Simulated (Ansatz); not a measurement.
Eu:

```
Eu
1.0
    -2.30300    2.30300    2.30300
     2.30300   -2.30300    2.30300
     2.30300    2.30300   -2.30300
Eu
1
Direct
  0.00000 0.00000 0.00000
```

Base run:

- Program: Ansatz 0.2.0
- Functional: PBE
- Potentials or basis: Ansatz PAW
- Cutoff: 420 eV
- Density cutoff: 1680 eV
- k mesh: 8 × 8 × 8
- Occupations: fermi-dirac, width 0.05 eV
- Spin: collinear spin, ferromagnetic start
- Starting moments: [7.0] μB

Its results: band gap on the k mesh none (metal or under the smearing width); pressure -1.6 GPa; net moment 7.37 μB per cell; site moments Eu +7.10 μB.

**Question.** The run is repeated on the same cell with these changes: functional from PBE to PBEsol. What comes out?

**Answer.** Band gap on the k mesh none (metal or under the smearing width); pressure -2.6 GPa; net moment 7.37 μB per cell; site moments Eu +7.10 μB.

PBEsol binds more tightly than PBE, so the same cell stands under less pressure.

Caveats: spin-orbit coupling is left out, which moves the levels of the heavy elements; the PAW data sets come from PBE, with cores solved anew for the run's functional, which leaves a small shift of forces and pressure (some runs).

Not every run made on this cell is shown here.
